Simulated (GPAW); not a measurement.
Crystal: Yb.

```
Yb
1.0
     0.00000    2.74310    2.74310
     2.74310    0.00000    2.74310
     2.74310    2.74310    0.00000
Yb
1
Cartesian
  0.0000 0.0000 0.0000
```

| Property | Result |
| --- | --- |
| Program | GPAW 26.7.0 |
| Task | single point |
| Functional | PBE |
| Potentials or basis | GPAW PAW data sets (gpaw-data 1.2.1) |
| Cutoff | 800 eV |
| Basis | pw |
| k mesh | 8 × 8 × 8 |
| Occupations | fermi-dirac, width 0.05 eV |
| Spin | collinear spin, ferromagnetic start |
| Starting moments | [1.0] μB |

On this cell: pressure -2.1 GPa; net moment 0.00 μB per cell; band gap on the k mesh none (metal or under the smearing width).

The same run follows on a disturbed copy (cell strained at random at fixed volume):

```
Yb
1.0
     0.02787    2.74064    2.75688
     2.75043    0.00117    2.78359
     2.73047    2.74738    0.02112
Yb
1
Direct
  0.00540 0.01284 0.98478
```

**Question.** What does the disturbed cell give?

**Answer.** The energy (extrapolated to zero smearing) moves by +0.8 meV/atom; pressure -2.1 GPa; net moment 0.00 μB per cell; band gap on the k mesh none (metal or under the smearing width).

Stress tensor (GPa, compression positive):
```
-2.00 -0.05 -0.28
-0.05 -2.08  0.03
-0.28  0.03 -2.15
```

Caveats: one-centre terms of the f shell are cut off; spin-orbit coupling is left out, which moves the levels of the heavy elements.
